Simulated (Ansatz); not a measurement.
C: what symmetry allows forces and stress to be

```
C
1.0
     0.05505    1.71349    1.82049
     1.71349    0.05505    1.82049
     1.76854    1.76854    0.00000
C
2
Direct
  0.52804 0.52804 0.47196
  0.72196 0.72196 0.77804
```

Computed with DFT PBE, scalar-relativistic, plane waves, PAW (Ansatz).

Plane waves to 420 eV, a k mesh through Γ of 12×12×12 on the computed 2-atom cell and Gaussian smearing (0.02 eV); no spin polarisation.

This distorted cell has space group Imma, with 8 operations.

Question: Without a calculation: in which directions can each atom feel a force?

Answer: A force must be left unchanged by every operation that keeps its atom in place, so it lies in the space that those operations leave fixed. Atoms that the group maps onto each other feel forces of one size.
```
atom site symmetry operations at the site equivalent to atom allowed force (Cartesian)
  C1            mm2                       4                   1   along (0.00, 0.00, 1.00)
  C2            mm2                       4                   1   along (0.00, 0.00, 1.00)
```

That leaves 1 independent force component of 6. A relaxation in this cell that keeps the symmetry moves the atoms in these directions alone.

Question: And the stress tensor?

Answer: It must be invariant under the point group, which leaves 3 independent components: yz, xz vanish; xx = yy.

Question: Do the computed values obey this?

Answer: Yes. Forces (eV/Å):
```
C1   0.000  0.000 -6.947
C2   0.000  0.000  6.947
```

Stress (GPa, compression positive, xx yy zz yz xz xy): 64.73 64.73 -8.86 0.00 0.00 -28.66. The program imposes the same operations on density, forces and stress, so this confirms the analysis and is no independent test of the calculation.

The smearing is narrow for a metal on this mesh.